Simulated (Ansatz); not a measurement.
Crystal: Tl.

```xyz
1
Lattice="-1.9560 1.9560 1.9560 1.9560 -1.9560 1.9560 1.9560 1.9560 -1.9560" Properties=species:S:1:pos:R:3 pbc="T T T"
Tl    0.0000    0.0000    0.0000
```

This isn't the form of Tl at room conditions, which is hcp.

Base run:

```yaml
Program: Ansatz 0.2.0
Functional: PBE
Potentials_or_basis: all-electron LAPW, scalar-relativistic
Cutoff: 170 eV (chosen from the basis error)
Basis_error_allowed: 0.001 eV/atom
k_mesh: 10 × 10 × 10
Occupations: gaussian, width 0.05 eV
Spin: no spin polarisation
```

Its results: band gap on the k mesh none (metal or under the smearing width); pressure 1.4 GPa.

Question: The run is repeated on the same cell with these changes: functional from PBE to LDA. What comes out?

Answer: Band gap on the k mesh none (metal or under the smearing width); pressure -3.2 GPa.

LDA binds more tightly than PBE, so the same cell stands under less pressure.
